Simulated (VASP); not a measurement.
# CaSe (Fm-3m) in VASP: a series of runs

One crystal, CaSe, is run at these levels: r2SCAN; tasks: single point.

Everything below comes from runs of VASP 6.6.1. Logs are shortened: lines on timing, memory, paths and dates and some standing lists are left out, and cuts for length are marked.

### 1 Starting point

It takes space group Fm-3m (No. 225, cubic). Conventional cell: a = 5.912 Å, b = 5.912 Å, c = 5.912 Å, α = 90.00°, β = 90.00°, γ = 90.00°. Se (site symmetry m-3m) is surrounded by 6 Ca at 2.96 Å. Around Ca (site symmetry m-3m) lie 6 Se at 2.96 Å.

### 2 Single point, r2SCAN

INCAR reads:

```
ADDGRID = F ; ALGO = Normal
EDIFF = 1E-6 ; ENCUT = 700
ISIF = 2 ; ISMEAR = 0
LASPH = T ; LCHARG = F
LMIXTAU = T ; LREAL = F
LWAVE = F ; METAGGA = R2SCAN
NBANDS = 15 ; NELM = 100
PREC = Accurate ; SIGMA = 0.05
```

KPOINTS reads:

```
k-points
0
Gamma
  3 3 3
```

POSCAR reads:

```
CaSe
1.0
    0.0000000000      2.9560000000      2.9560000000
    2.9560000000      0.0000000000      2.9560000000
    2.9560000000      2.9560000000      0.0000000000
Se Ca
1 1
Direct
    0.5000000000      0.5000000000      0.5000000000
    0.0000000000      0.0000000000      0.0000000000
```

Potentials or basis: VASP PAW PBE potentials, release 64 (Se, Ca_sv).

On the command line:

```console
$ cat potpaw_PBE.64/Se/POTCAR potpaw_PBE.64/Ca_sv/POTCAR > POTCAR
$ mpirun -np 1 vasp_std > vasp.out
```

OUTCAR:

```text
EDIFF = 1E-6
   ENCUT = 700
   ISIF = 2
   ISMEAR = 0
   LASPH = T
   LREAL = F
   METAGGA = R2SCAN
   NELM = 100
   PREC = Accurate

 Found      4 irreducible k-points:

 Following reciprocal coordinates:
            Coordinates               Weight
  0.000000  0.000000  0.000000      1.000000
  0.333333  0.000000  0.000000      8.000000
  0.333333  0.333333  0.000000      6.000000
 -0.333333  0.333333  0.000000     12.000000
   k-points           NKPTS =      4   k-points in BZ     NKDIM =      4   number of bands    NBANDS=     15
   number of dos      NEDOS =    301   number of ions     NIONS =      2
   total plane-waves  NPLWV =  46656
   dimension x,y,z NGX =    36 NGY =   36 NGZ =   36
   dimension x,y,z NGXF=    72 NGYF=   72 NGZF=   72
   ions per type =               1   1
   NGX,Y,Z   is equivalent  to a cutoff of  14.32, 14.32, 14.32 a.u.
   NGXF,Y,Z  is equivalent  to a cutoff of  28.63, 28.63, 28.63 a.u.
 SYSTEM =  unknown system
   PREC   = accura    normal or accurate (medium, high low for compatibility)
   ISTART =      0    job   : 0-new  1-cont  2-samecut
   ICHARG =      2    charge: 1-file 2-atom 10-const
   ISPIN  =      1    spin polarized calculation?
   LNONCOLLINEAR =      F non collinear calculations
   LSORBIT =      F    spin-orbit coupling
   LASPH  =      T    aspherical Exc in radial PAW
   ENCUT  =  700.0 eV  51.45 Ry    7.17 a.u.   9.02  9.02  9.02*2*pi/ulx,y,z
   NELM   =    100;   NELMIN=  2; NELMDL= -5     # of ELM steps
   EDIFF  = 0.1E-05   stopping-criterion for ELM
   LREAL  =      F    real-space projection
   EDIFFG = 0.1E-04   stopping-criterion for IOM
   NSW    =      0    number of steps for IOM
   IBRION =     -1    ionic relax: 0-MD 1-quasi-New 2-CG
   NFREE  =      0    steps in history (QN), initial steepest desc. (CG)
   ISIF   =      2    stress and relaxation
   ISYM   =      2    0-nonsym 1-usesym 2-fastsym
   POTIM  = 0.5000    time-step for ionic-motion
   TEBEG  =    0.0;   TEEND  =   0.0 temperature during run
   PSTRESS=    0.0 pullay stress
   NELECT =      16.0000    total number of electrons
   NUPDOWN=      -1.0000    fix difference up-down
   EMIN   =  10.00;   EMAX   =-10.00  energy-range for DOS
   EFERMI =   0.00;   METHOD = LEGACY
   ISMEAR =     0;   SIGMA  =   0.05  broadening in eV -4-tet -1-fermi 0-gaus
   EFERMI_NEDOS =   21; number of points for ismear=-14 and -15
   IALGO  =     38    algorithm
   IMIX   =      4    mixing-type and parameters
     AMIX     =   0.40;   BMIX     =  1.00
     AMIX_MAG =   1.60;   BMIX_MAG =  1.00
  volume/ion in A,a.u.               =      25.83       174.30
  Fermi-wavevector in a.u.,A,eV,Ry     =   1.107645  2.093145 16.692666  1.226876
  Thomas-Fermi vector in A             =   2.244161
   LORBIT       =      0    0 simple, 1 ext, 2 COOP (PROOUT), +10 PAW based schemes
   METAGGA = R2SCAN    functional components
   LHFCALC =     F    Hartree Fock is set to
   AEXX    =    0.0000 exact exchange contribution
   IVDW    =     0    specifies the selected vdW correction
   LEPSILON=     F    determine dielectric tensor
   LRPA    =     F    only Hartree local field effects (RPA)
 non-spin polarized calculation
 Gauss-broadening in eV      SIGMA  =   0.05
  energy-cutoff  :      700.00
  volume of cell :       51.66
 maximum number of plane-waves:      2185
   NGX = 17   NGY = 17   NGZ = 17

 number of electron      16.0000001 magnetization

 Free energy of the ion-electron system (eV)
  ---------------------------------------------------
  ext. energy  EPLUGINS =         0.00000000
  ---------------------------------------------------
  free energy    TOTEN  =       -25.90418477 eV

  energy without entropy =      -25.90418477  energy(sigma->0) =      -25.90418477

 E-fermi :   2.5713     XC(G=0):  -9.5747

 val. band max:        2.2347076052   @ k =   0.0000   0.0000   0.0000
 cond. band min:       5.0252111862   @ k =   0.3333   0.3333   0.0000
 fundamental gap:      2.7905035811
 Fermi energy:         2.5712585403

 k-point     1 :       0.0000    0.0000    0.0000
  band No.  band energies     occupation
      1     -39.1065      2.00000
      2     -19.2181      2.00000
      3     -19.2181      2.00000
      4     -19.2181      2.00000
      5      -9.9577      2.00000
      6       2.2347      2.00000
      7       2.2347      2.00000
      8       2.2347      2.00000
      9       6.3625      0.00000
     10       6.4228      0.00000
     11       6.4229      0.00000
     12       6.4229      0.00000
     13       7.0198      0.00000
     14       7.0198      0.00000
     15      12.6805      0.00000

 k-point     2 :       0.3333    0.0000    0.0000
  band No.  band energies     occupation
      1     -39.1014      2.00000
      2     -19.3063      2.00000
      3     -19.2235      2.00000
      4     -19.2235      2.00000
      5      -9.4275      2.00000
      6      -0.4393      2.00000
      7       1.2703      2.00000
      8       1.2703      2.00000
      9       6.7322      0.00000
     10       7.6551      0.00000
     11       7.6551      0.00000
     12       8.9910      0.00000
     13       9.2339      0.00000
     14       9.2340      0.00000
     15      12.3946      0.00000

 k-point     3 :       0.3333    0.3333    0.0000
  band No.  band energies     occupation
      1     -39.0998      2.00000
      2     -19.2854      2.00000
      3     -19.2429      2.00000
      4     -19.2429      2.00000
      5      -9.4417      2.00000
      6      -0.2349      2.00000
      7       1.4275      2.00000
      8       1.4275      2.00000
      9       5.0252      0.00000
     10       7.5930      0.00000
     11       7.8255      0.00000
     12       8.6352      0.00000
     13       8.6353      0.00000
     14      10.0695      0.00000
     15      12.4284      0.00000

 k-point     4 :      -0.3333    0.3333    0.0000
  band No.  band energies     occupation
      1     -39.0981      2.00000
      2     -19.2910      2.00000
      3     -19.2766      2.00000
      4     -19.2360      2.00000
      5      -9.2488      2.00000
      6      -0.1950      2.00000
      7       0.1616      2.00000
      8       1.0470      2.00000
      9       6.6980      0.00000
     10       8.2433      0.00000
     11       8.2692      0.00000
     12       8.3442      0.00000
     13       9.3534      0.00000
     14      10.0379      0.00000
     15      11.9854      0.00000

------------------------ aborting loop because EDIFF is reached ----------------------------------------

  FORCE on cell =-STRESS in cart. coord.  units (eV):
  Direction    XX          YY          ZZ          XY          YZ          ZX
  --------------------------------------------------------------------------------------
  -------------------------------------------------------------------------------------
  Total        0.4292427      0.4292427      0.4292427     -0.0000000      0.0000000      0.0000000
  in kB       13.3128237     13.3128237     13.3128237     -0.0000000      0.0000000      0.0000000
  external PRESSURE =      13.3128237 kB  Pullay stress =       0.0000000 kB

 VOLUME and BASIS-vectors are now :
 -----------------------------------------------------------------------------
  energy-cutoff  :      700.00
  volume of cell :       51.66
      direct lattice vectors                 reciprocal lattice vectors
     0.000000000  2.956000000  2.956000000    -0.169147497  0.169147497  0.169147497
     2.956000000  0.000000000  2.956000000     0.169147497 -0.169147497  0.169147497
     2.956000000  2.956000000  0.000000000     0.169147497  0.169147497 -0.169147497

 POSITION                                       TOTAL-FORCE (eV/Angst)
 -----------------------------------------------------------------------------------
      2.95600      2.95600      2.95600         0.000000     -0.000000      0.000000
      0.00000      0.00000      0.00000        -0.000000      0.000000     -0.000000
 -----------------------------------------------------------------------------------
    total drift:                                0.000000      0.000000      0.000000

  FREE ENERGIE OF THE ION-ELECTRON SYSTEM (eV)
  ---------------------------------------------------
  free  energy   TOTEN  =       -25.9041847720 eV

  energy  without entropy=      -25.9041847720  energy(sigma->0) =      -25.90418477
```

stdout:

```text
POSCAR found type information on POSCAR SeCa
 POSCAR found :  2 types and       2 ions
 scaLAPACK will be used
 -----------------------------------------------------------------------------
|                                                                             |
|                                                                             |
|     You enforced a specific xc type in the INCAR file but a different       |
|     I HOPE YOU KNOW WHAT YOU ARE DOING!                                     |
|                                                                             |
 -----------------------------------------------------------------------------

 LDA part: xc-table for (None), standard interpolation
 POSCAR, INCAR and KPOINTS ok, starting setup
 FFT: planning ... GRIDC
 FFT: planning ... GRID_SOFT
 FFT: planning ... GRID
 WAVECAR not read
 entering main loop
```

Wall time 26 s (1 thread of Intel Xeon Platinum 8488C (Sapphire Rapids), shared host); peak memory 0.21 GiB.

The run converged, but some of its settings lie outside the range that counts as converged, so its numbers aren't taken as properties of the crystal.

What came out:

```yaml
Free_energy: -25.9042 eV
Pressure: 1.3 GPa
Band_gap_on_the_k_mesh: 2.79 eV, indirect (least direct gap 3.60 eV)
```

Caveat: the k mesh is coarse (spacing up to 0.61 Å⁻¹), so the values aren't converged; the PAW data sets were made with another functional, which shifts forces and pressure a little; an odd mesh through Γ misses points on the zone boundary, where band edges often lie.

### 3 Single point, r2SCAN

INCAR is that of step 2.

KPOINTS is that of step 2.

POSCAR reads:

```
CaSe
1.0
    0.0000000000      2.9560000000      2.9560000000
    2.9560000000      0.0000000000      2.9560000000
    2.9560000000      2.9560000000      0.0000000000
Se Ca
1 1
Direct
    0.5137070000      0.4880300000      0.5023060000
    0.0084580000     -0.0027510000     -0.0091450000
```

Potentials or basis: VASP PAW PBE potentials, release 64 (Se, Ca_sv).

On the command line:

```console
$ cat potpaw_PBE.64/Se/POTCAR potpaw_PBE.64/Ca_sv/POTCAR > POTCAR
$ mpirun -np 1 vasp_std > vasp.out
```

Run time: 76 s. Hardware: 1 thread of Intel Xeon Platinum 8488C (Sapphire Rapids), shared host; peak memory 0.22 GiB.

These settings aren't checked as converged: the numbers below hold their error.

What came out:

* Free energy: -25.9002 eV
* Pressure: 1.4 GPa
* Largest force: 0.156 eV/Å
* Band gap on the k mesh: 2.80 eV, indirect (least direct gap 3.60 eV)

Caveat: the k mesh is coarse (spacing up to 0.61 Å⁻¹), so the values aren't converged; the PAW data sets were made with another functional, which shifts forces and pressure a little; an odd mesh through Γ misses points on the zone boundary, where band edges often lie.

### 4 Single point, r2SCAN

INCAR: that of step 3 with these lines changed.

```diff
@@ -1,3 +1,3 @@
 ADDGRID = F ; ALGO = Normal
-EDIFF = 1E-6 ; ENCUT = 700
+EDIFF = 1E-6 ; ENCUT = 450
 ISIF = 2 ; ISMEAR = 0
```

KPOINTS reads:

```
k-points
0
Gamma
  4 4 4
```

POSCAR reads:

```
CaSe
1.0
    0.0000000000      2.9560000000      2.9560000000
    2.9560000000      0.0000000000      2.9560000000
    2.9560000000      2.9560000000      0.0000000000
Se Ca
1 1
Direct
    0.5000000000      0.5000000000      0.5000000000
    0.0000000000      0.0000000000      0.0000000000
```

On the command line:

```console
$ cat potpaw_PBE.64/Se/POTCAR potpaw_PBE.64/Ca_sv/POTCAR > POTCAR
$ mpirun -np 1 vasp_std > vasp.out
```

Run time: 40 s. Hardware: 1 thread of Intel Xeon Platinum 8488C (Sapphire Rapids), shared host; peak memory 0.17 GiB.

These settings aren't checked as converged: the numbers below hold their error.

What came out:

* Free energy: -25.9628 eV
* Pressure: 1.0 GPa
* Band gap on the k mesh: 2.48 eV, indirect (least direct gap 3.43 eV)

Caveat: the k mesh is coarse (spacing up to 0.46 Å⁻¹), so the values aren't converged; the PAW data sets were made with another functional, which shifts forces and pressure a little.
